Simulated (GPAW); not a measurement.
Here is a GPAW 26.7.0 calculation.

run.py

```python
import json
import numpy as np
from ase.dft.bandgap import bandgap
from ase.io import read, write
from gpaw import GPAW, PW
from gpaw.response.g0w0 import G0W0

atoms = read('MgO.xyz')

calc = GPAW(mode=PW(650),
            xc='PBE',
            kpts={'size': (5, 5, 5), 'gamma': True},
            occupations={'name': 'fermi-dirac', 'width': 0.001},
            nbands=16,
            convergence={'density': 1e-06},
            maxiter=150,
            txt='gpaw.txt')
atoms.calc = calc
energy = atoms.get_potential_energy()
calc.write('gs.gpw')
write('result.traj', atoms)
print(f'Energy: {energy:.6f} eV')
print('Fermi level:', round(calc.get_fermi_level(), 4), 'eV')
print(f'Gap: {bandgap(calc)[0]:.4f} eV, direct: {bandgap(calc, direct=True)[0]:.4f} eV')

calc.diagonalize_full_hamiltonian(nbands=45)
calc.write('full.gpw', mode='all')

ibz = calc.get_ibz_k_points()
gap, vbm, cbm = bandgap(calc, output=None)
gap, direct, _ = bandgap(calc, direct=True, output=None)
gamma = int(np.abs(ibz).sum(1).argmin())
kpts = sorted({gamma, vbm[1], cbm[1], direct[1]})
gw = G0W0(calc='full.gpw',
          filename='gw',
          ecut=96.2,
          ecut_extrapolation=True,
          relbands=(-2, 2),
          kpts=kpts,
          integrate_gamma='WS',
          ppa=True)
gw.calculate()
results = {mode: {key: np.asarray(r[key]).tolist() for key in ['f', 'eps', 'vxc', 'exx', 'sigma', 'Z', 'qp', 'sigma_eskn']}
           for mode, r in gw.all_results.items()}
json.dump({'kpts': ibz[kpts].tolist(), 'results': results}, open('gw.json', 'w'))
for mode, r in results.items():
    f, qp = np.array(r['f']), np.array(r['qp'])
    print(mode, 'quasiparticle energies (eV):')
    print(qp.round(3))
    print(mode, 'gap:', round(qp[f < 0.5].min() - qp[f > 0.5].max(), 4), 'eV')
```

MgO.xyz

```xyz
2
Lattice="0.0000000000 2.1381295086 2.1381295086 2.1381295086 0.0000000000 2.1381295086 2.1381295086 2.1381295086 0.0000000000" Properties=species:S:1:pos:R:3 pbc="T T T"
Mg     0.0000000000      0.0000000000      0.0000000000
O      2.1381295086      2.1381295086      2.1381295086
```

Potentials or basis: GPAW PAW data sets (gpaw-data 1.2.1), pw.

Command:

```console
$ OMP_NUM_THREADS=1 python run.py
```

Q: Estimate the quasiparticle gap.

A: 6.66 eV.

Q: Predict the least direct quasiparticle gap.

A: 6.66 eV.

Q: Predict the band gap on the k mesh, mean-field level.

A: 4.33 eV, direct.

Caveat: the k mesh is coarse (spacing up to 0.51 Å⁻¹), so the values aren't converged; the extrapolation in the response cutoff is poor; the quasiparticle gap is taken among the few k points that were corrected; the long-wavelength limit can be off by a per cent or two.
